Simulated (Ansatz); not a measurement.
# Sr: single points about a listed cell

A set of self-consistent runs on Sr under further strains and shifts, other functionals, to map its energy surface near the listed cell.

Computed with Ansatz 0.2.0 (DFT PBEsol, scalar-relativistic, plane waves, PAW, unless a step's input says otherwise).

### Step 1. The system as given

Symmetry: P-62m, No. 189, hexagonal system. The conventional cell has a = 7.066 Å, b = 7.066 Å, c = 3.817 Å, α = 90.00°, β = 90.00°, γ = 120.00°. Sr (site symmetry m2m) has 8 Sr at 3.82 to 4.09 Å as nearest neighbours.

Coordinates:

```xyz
3
Lattice="7.0660 0.0000 0.0000 -3.5330 6.1193 0.0000 0.0000 0.0000 3.8166" Properties=species:S:1:pos:R:3 pbc="T T T"
Sr    4.7138    4.0741    0.0000
Sr    1.1808    2.0452    0.0000
Sr    4.7044    0.0000    0.0000
```

The structure comes from the Materials Project (structure only).

### Step 2. Functional and cell changed: LDA

What differs from the listed cell: strain xx, yy, zz, yz, xz, xy = +3.5, +3.5, +0.5, +0.0, +0.0, +0.0 %; atoms moved by 0.15 Å root mean square, at most 0.15 Å.

File input.yaml:

```yaml
crystal:
  lattice:
    - [7.3106464017, 0.0, 0.0]
    - [-3.6553232008, 6.3312055019, 0.0]
    - [0.0, 0.0, 3.834303614]
  atoms:
    - { symbol: Sr, position: [0.0, 0.6445547294, 0.0] }
    - { symbol: Sr, position: [0.3554452706, 0.3554452706, 0.0] }
    - { symbol: Sr, position: [0.6445547294, 0.0, 0.0] }
basis:
  ecutwfc: 420
kpoints:
  mp_grid: { grid: [9, 9, 12] }
hamiltonian:
  xc: lda
scf:
  occupations: { method: gaussian, width: 0.1 }
output:
  forces: true
  stress: true
  eigenvalues: true
  populations: true
```

### Step 3. A change within a subgroup

File input.yaml:

```yaml
crystal:
  lattice:
    - [7.3371437234, 0.0, 0.0]
    - [-3.6685718617, 6.3541528556, 0.0]
    - [0.0, 0.0, 3.8486159862]
  atoms:
    - { symbol: Sr, position: [-0.0032317053, 0.6609747689, 0.0] }
    - { symbol: Sr, position: [0.3390252311, 0.3357935258, 0.0] }
    - { symbol: Sr, position: [0.6642064742, 0.0032317053, 0.0] }
basis:
  ecutwfc: 420
kpoints:
  mp_grid: { grid: [9, 9, 12] }
hamiltonian:
  xc: pbesol
scf:
  occupations: { method: gaussian, width: 0.1 }
output:
  forces: true
  stress: true
  eigenvalues: true
```

### Step 4. Another functional, on a distorted cell: PBE

File input.yaml:

```yaml
crystal:
  lattice:
    - [7.2890245871, 0.0, 0.0]
    - [-3.6445122935, 6.3124804612, 0.0]
    - [0.0, 0.0, 4.0516226745]
  atoms:
    - { symbol: Sr, position: [0.0, 0.6516309163, 0.0] }
    - { symbol: Sr, position: [0.3483690837, 0.3483690837, 0.0] }
    - { symbol: Sr, position: [0.6516309163, 0.0, 0.0] }
basis:
  ecutwfc: 420
kpoints:
  mp_grid: { grid: [9, 9, 12] }
hamiltonian:
  xc: pbe
scf:
  occupations: { method: gaussian, width: 0.1 }
output:
  forces: true
  stress: true
  eigenvalues: true
```

### Step 5. Functional and cell changed: PBE

File input.yaml:

```yaml
crystal:
  lattice:
    - [7.2192836362, 0.0, 0.0]
    - [-3.6096418181, 6.2520830261, 0.0]
    - [0.0, 0.0, 3.6704555762]
  atoms:
    - { symbol: Sr, position: [0.0, 0.6304023557, 0.0] }
    - { symbol: Sr, position: [0.3695976443, 0.3695976443, 0.0] }
    - { symbol: Sr, position: [0.6304023557, 0.0, 0.0] }
basis:
  ecutwfc: 420
kpoints:
  mp_grid: { grid: [9, 9, 12] }
hamiltonian:
  xc: pbe
scf:
  occupations: { method: gaussian, width: 0.1 }
output:
  forces: true
  stress: true
  eigenvalues: true
  populations: true
```

What does the calculation give? Wanted: for each run, case; energy; pressure; largest force.

The runs gave:

```
step                                          case  energy (meV/atom)  pressure (GPa)  largest force (eV/Å)  gap on the mesh (eV)
   2              functional and cell changed: LDA                n/a            -1.5                  0.18                  0.00
   3                    a change within a subgroup               +0.0            -1.1                  0.06                  0.00
   4  another functional, on a distorted cell: PBE                n/a            -0.7                  0.18                  0.00
   5              functional and cell changed: PBE                n/a             0.3                  0.36                  0.00
```

Energies are counted from step 3, with the smearing taken to zero. Other atoms or functionals have another zero of energy (n/a). A gap of 0.00 means none on the mesh at this level.
